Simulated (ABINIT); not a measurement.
Crystal: GaN.

```
Ga N
1.0
     3.18000    0.00000    0.00000
    -1.59000    2.75396    0.00000
     0.00000    0.00000    5.16600
Ga N
2 2
Direct
  0.66667 0.33333 0.50000
  0.33333 0.66667 0.00000
  0.66667 0.33333 0.87500
  0.33333 0.66667 0.37500
```

Base run:

| Item | Value |
| --- | --- |
| Program | ABINIT 10.8.3 (patched build) |
| Functional | PBE |
| Potentials or basis | Ansatz PAW PBE default generated set, frozen core |
| Cutoff | 435 eV |
| k mesh | 10 × 10 × 5 |
| Occupations | fermi-dirac, width 0.05 eV |
| Spin | no spin polarisation |

Its results: band gap on the k mesh 1.97 eV, direct; pressure 7.0 GPa; largest force 0.137 eV/Å.

**Question.** The run is repeated on the same cell with these changes: potentials or basis from Ansatz PAW PBE default generated set, frozen core to PseudoDojo NC SR PBE v0.5 standard; cutoff from 435 eV to 1143 eV. What comes out?

**Answer.** Band gap on the k mesh 2.01 eV, direct; pressure 7.5 GPa; largest force 0.138 eV/Å.

Caveats: the atomic spheres overlap (some runs).

